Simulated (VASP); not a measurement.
A calculation with VASP 6.6.1 of H (native input, structure from a POSCAR):

File INCAR:

```
SYSTEM = H
ALGO = Normal
EDIFF = 1E-7
ENCUT = 500
GGA = PE
ISIF = 2
ISMEAR = 0
LASPH = .TRUE.
LCHARG = .FALSE.
LREAL = .FALSE.
LWAVE = .FALSE.
NELM = 100
PREC = Accurate
SIGMA = 0.1
```

The input KPOINTS:

```
k-points
0
G
  11 11 11
  0 0 0
```

Contents of POSCAR:

```
H
1.0
   -1.6915344700      1.6915344700      2.0584739900
    1.6915344700     -1.6915344700      2.0584739900
    1.6915344700      1.6915344700     -2.0584739900
H
2
Direct
    0.0901377100      0.0901377100      0.0000000000
    0.9098622900      0.9098622900      0.0000000000
```

Potentials or basis: VASP PAW PBE potentials, release 64 (H).

Command:

```console
$ cat potpaw_PBE.64/H/POTCAR > POTCAR
$ mpirun -np 1 vasp_std > vasp.out
```

Problem. Write the same calculation in another form: ASE script, Cartesian positions.

Solution. As run:

File run.py:

```python
from ase.calculators.vasp import Vasp
from ase.dft.bandgap import bandgap
from ase.io import read

atoms = read('H.xyz')
calc = Vasp(
    directory='calc',
    xc='pbe',
    pp='PBE',
    setups='minimal',
    prec='Accurate',
    encut=500,
    ediff=1e-06,
    ismear=0,
    sigma=0.1,
    lreal=False,
    lasph=True,
    nelm=80,
    algo='Normal',
    isif=2,
    lwave=False,
    lcharg=True,
    lelf=True,
    lvhar=True,
    kpts=[11, 11, 11],
    gamma=True,
)
atoms.calc = calc

print('energy (eV):', atoms.get_potential_energy())
print('free energy (eV):', atoms.get_potential_energy(force_consistent=True))
print('forces (eV/A):')
print(atoms.get_forces())
print('stress (eV/A^3, Voigt):', atoms.get_stress())
print('Fermi level (eV):', calc.get_fermi_level())
gap, top, bottom = bandgap(calc)
print('band gap (eV):', gap, 'from (spin, k, band)', top, 'to', bottom)
```

Contents of H.xyz:

```xyz
2
Lattice="-1.6915344700 1.6915344700 2.0584739900 1.6915344700 -1.6915344700 2.0584739900 1.6915344700 1.6915344700 -2.0584739900" Properties=species:S:1:pos:R:3 pbc="T T T"
H      0.0000000000      0.0000000000      0.3710922631
H      0.0000000000      0.0000000000      3.7458557169
```

Potentials or basis: VASP PAW PBE potentials, release 64 (H).

Launch:

```bash
$ python run.py
```

Both were run:

|  | native input, structure from a POSCAR | ASE script, Cartesian positions |
| --- | --- | --- |
| Pressure | 0.6 GPa | 0.6 GPa |
| Largest force | 0.266 eV/Å | 0.266 eV/Å |
| Band gap on the k mesh | 9.05 eV, indirect (least direct gap 9.84 eV) | 9.05 eV, indirect (least direct gap 9.84 eV) |

Keys that steer only the numerical path or the files written may differ.

Caveat: an odd mesh through Γ misses points on the zone boundary, where band edges often lie.
